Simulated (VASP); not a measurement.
Here is a VASP 6.6.1 calculation.

The input INCAR:

```
ALGO = Normal
EDIFF = 1E-7
ENCUT = 520
ISIF = 2
ISMEAR = 0
LASPH = True
LCHARG = False
LMIXTAU = True
LREAL = False
LWAVE = False
METAGGA = R2SCAN
NBANDS = 11
NELM = 60
PREC = Accurate
SIGMA = 0.02
```

Contents of KPOINTS:

```
k-points
0
Gamma
  14 14 14
```

Contents of POSCAR:

```
C                                       
1.0
    0.0000000000      1.7452046481      1.7452046481
    1.7452046481      0.0000000000      1.7452046481
    1.7452046481      1.7452046481      0.0000000000
  C             
     2
Direct
     0.0000000000000000    0.0000000000000000    0.0000000000000000
     0.2500000000000000    0.2500000000000000    0.2500000000000000
```

Potentials or basis: VASP PAW PBE potentials, release 64 (C).

Run with:

```sh
$ cat potpaw_PBE.64/C/POTCAR > POTCAR
$ mpirun -np 1 vasp_std > vasp.out
```

Estimate the band gap on the k mesh.

4.47 eV, indirect (least direct gap 6.01 eV).

Estimate the pressure.

31.3 GPa.

Caveat: a pressure of tens of GPa on the cell as given is suspect, and the run, the potentials or the cell itself is likely at fault; the PAW data sets were made with another functional, which shifts forces and pressure a little. A k mesh can miss the band edges.
